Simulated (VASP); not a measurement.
Write the native input for VASP 6.6.1 that does the following.

| Item | Value |
| --- | --- |
| Task | electric field gradients |
| Functional | BLYP |
| Potentials or basis | VASP PAW PBE potentials, release 64 (Hf_pv, O) |
| Cutoff | 520 eV |
| k mesh | 7 × 7 × 7 |
| Occupations | tetrahedron |
| Spin | spin-orbit coupling, no magnetisation |
| Further INCAR settings | ALGO = Normal; EDIFF = 1e-08 |

The structure of HfO2 lies in POSCAR:

```
HfO2
3.8961
    0.000000000000      0.707113102821      0.707113102821
    0.707113102821      0.000000000000      0.707113102821
    0.707113102821      0.707113102821      0.000000000000
Hf O
1 2
Direct
    0.0000000000      0.0000000000      0.0000000000
    0.7500000000      0.7500000000      0.7500000000
    0.2500000000      0.2500000000      0.2500000000
```

Measurements of this composition are mostly on another form, of space group No. 14.

The cell isn't the ideal one: volume scaled by 1.25.

These files were run (other wordings do the same):

INCAR

```
PREC = Accurate
ENCUT = 520
EDIFF = 1E-8
ISMEAR = -5
SIGMA = 0.05
LREAL = F
LASPH = T
NELM = 100
ALGO = Normal
ISIF = 2
LWAVE = F
LCHARG = F
LNONCOLLINEAR = T
MAGMOM = 0 0 0 0 0 0 0 0 0
LORBIT = 11
LSORBIT = T
GGA_COMPAT = F
LMAXMIX = 4
GGA = B5
ALDAX = 1.0
AGGAX = 1.0
AGGAC = 1.0
ALDAC = 0.0
LEFG = T
```

KPOINTS

```
regular mesh
0
Gamma
  7 7 7
```

Potentials or basis: VASP PAW PBE potentials, release 64 (Hf_pv, O).

Command:

```sh
$ cat potpaw_PBE.64/Hf_pv/POTCAR potpaw_PBE.64/O/POTCAR > POTCAR
$ mpirun -np 1 vasp_ncl > vasp.out
```

It gave:

```yaml
Pressure: -32.5 GPa
Valence_electrons_inside_the_program's_atomic_spheres: Hf 7.70; O 4.97
```

Caveat: the PAW data sets were made with another functional, which shifts forces and pressure a little.

Run time: 69 s on 1 thread of Intel(R) Xeon(R) Platinum 8559C (Emerald Rapids), with other jobs on the host, peak memory 0.29 GiB.
